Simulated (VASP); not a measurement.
**BiTe: single point with HSE(alpha, omega)**

BiTe:

```
Bi Te
1.0
     0.00000    3.23500    3.23500
     3.23500    0.00000    3.23500
     3.23500    3.23500    0.00000
Bi Te
1 1
Direct
  0.00000 0.00000 0.00000
  0.50000 0.50000 0.50000
```

* Program: VASP 6.6.1
* Task: single point
* Functional: HSE(alpha, omega)
* Potentials or basis: VASP PAW PBE potentials, release 64 (Bi_d, Te)
* Cutoff: 520 eV
* k mesh: 4 × 4 × 4
* Occupations: fermi-dirac, width 0.05 eV
* Spin: no spin polarisation
* Screening parameter: 0.2
* Grid for exact exchange (PRECFOCK): Fast
* Further INCAR settings: ALGO = Normal; EDIFF = 1e-07

```yaml
Pressure: -1.5 GPa
Band_gap_on_the_k_mesh: none (metal or under the smearing width)
```

Levels at points of the mesh, in eV from the Fermi level:
| k point | band 6 | band 7 | band 8 | band 9 | band 10 | band 11 | band 12 | band 13 | band 14 |
| --- | --- | --- | --- | --- | --- | --- | --- | --- | --- |
| (0.00, 0.00, 0.00) | -15.01 | -8.81 | -3.01 | -3.01 | -3.01 | 2.56 | 2.56 | 2.56 | 5.08 |
| (0.50, 0.00, 0.00) | -12.89 | -12.38 | -2.29 | -2.29 | -1.80 | -0.80 | -0.67 | -0.67 | 7.94 |
| (0.50, 0.50, 0.00) | -13.03 | -10.92 | -6.47 | -4.64 | -4.64 | 2.51 | 4.12 | 4.12 | 5.63 |

Run time: 6.4 min on 1 thread of Intel(R) Xeon(R) Platinum 8259CL CPU @ 2.50GHz (Skylake/Cascade Lake), with other jobs on the host, peak memory 0.3 GiB.

Caveat: the k mesh is coarse (spacing up to 0.42 Å⁻¹), so the values aren't converged, least of all with exact exchange; the PAW data sets were made with another functional, which shifts forces and pressure a little; spin-orbit coupling is left out, which moves the levels of the heavy elements.
